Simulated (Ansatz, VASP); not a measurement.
Two plane-wave programs on C

INCAR

```
SYSTEM = C
ALGO = Normal
EDIFF = 1E-6
EDIFFG = -0.04
ENCUT = 600
GGA = PE
IBRION = 2
ISIF = 3
ISMEAR = 0
LASPH = .TRUE.
LCHARG = .FALSE.
LREAL = .FALSE.
LWAVE = .FALSE.
NELM = 100
NSW = 90
PREC = Accurate
SIGMA = 0.1
```

Contents of KPOINTS:

```
k-points
0
G
  6 6 6
  0 0 0
```

File POSCAR:

```
C
1.0
    3.4048993100      0.0000000000      0.0000000000
    0.0000000000      3.4048993100      0.0000000000
    0.0000000000      0.0000000000      3.1620701900
C
5
Direct
    0.0000000000      0.2696323400      0.6193693800
    0.2696323400      0.0000000000      0.3806306200
    0.7303676600      0.0000000000      0.3806306200
    0.0000000000      0.7303676600      0.6193693800
    0.0000000000      0.0000000000      0.0000000000
```

Input for Ansatz:

```yaml
crystal:
  lattice:
    - [3.40489931, 0.0, 0.0]
    - [0.0, 3.40489931, 0.0]
    - [0.0, 0.0, 3.16207019]
  atoms:
    - { symbol: C, position: [0.0, 0.26963234, 0.61936938] }
    - { symbol: C, position: [0.26963234, 0.0, 0.38063062] }
    - { symbol: C, position: [0.73036766, 0.0, 0.38063062] }
    - { symbol: C, position: [0.0, 0.73036766, 0.61936938] }
    - { symbol: C, position: [0.0, 0.0, 0.0] }
basis:
  ecutwfc: 420
kpoints:
  mp_grid: { grid: [6, 6, 6] }
hamiltonian:
  xc: pbe
scf:
  occupations: { method: gaussian, width: 0.1 }
  lower_state_search: "off"
output:
  forces: true
  stress: true
  eigenvalues: true
relax:
  adjacent_minimum: "off"
  f_tol: 0.04
  max_steps: 70
  cell: { stress_tol: 0.4 }
```

Alike in both runs: task relaxation of cell and atoms; functional PBE; k mesh 6 × 6 × 6; occupations gaussian, width 0.1 eV; no spin polarisation.

```csv
,VASP,Ansatz
version,VASP 6.6.1,Ansatz 0.2.0
potentials or method,"VASP PAW PBE potentials, release 64 (C)","scalar-relativistic, plane waves, PAW"
plane-wave cutoff (eV),600,420
valence electrons in the cell,20,20
```

```tsv
	VASP	Ansatz	Ansatz less VASP
gap on the k mesh at the Fermi level, each at its own relaxed structure (eV)	1.81	1.87	+0.059
relaxed volume (Å³/atom)	7.57	7.56	-0.011
relaxed cell length with the largest relative difference (Å)	3.423	3.421	-0.0019
energy change over the relaxation (meV/atom)	-99	-96	+3.0
```
